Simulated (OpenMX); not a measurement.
Crystal: LiF (Griceite).

```
CELL_PARAMETERS angstrom
0.00000 2.01400 2.01400
2.01400 0.00000 2.01400
2.01400 2.01400 0.00000
ATOMIC_POSITIONS crystal
F 0.50000 0.50000 0.50000
Li 0.00000 0.00000 0.00000
```

- Program: OpenMX 3.8.5
- Task: single point
- Functional: PBE
- Potentials or basis: OpenMX 2013 PBE set, F6.0-s2p2d1, Li8.0-s3p2, grid cutoff 400 Ry
- k mesh: 11 × 11 × 11
- Occupations: fermi-dirac, width 0.05 eV
- Spin: no spin polarisation

On this cell: pressure 3.0 GPa; largest force zero by symmetry; band gap on the k mesh 8.99 eV, direct.

The same run follows on a disturbed copy (atoms moved at random, drawn with an rms of 0.05 Å):

```
F Li
1.0
     0.00000    2.01400    2.01400
     2.01400    0.00000    2.01400
     2.01400    2.01400    0.00000
F Li
1 1
Cartesian
  2.0142 2.0843 2.0030
  0.0200 0.0418 0.0192
```

Question: What changes?

Answer: The energy moves by +2.4 meV/atom; pressure 3.0 GPa; largest force 0.097 eV/Å; band gap on the k mesh 8.99 eV, direct.

Forces in eV/Å, atoms in the order of the input:
```
F    0.048 -0.063  0.050
Li  -0.043  0.057 -0.066
```

The forces don't sum to zero, so they hold noise of the program's grid.

Caveats: an odd mesh through Γ misses points on the zone boundary, where band edges often lie; the basis of atomic orbitals isn't converged, which shifts pressures, moduli and gaps.
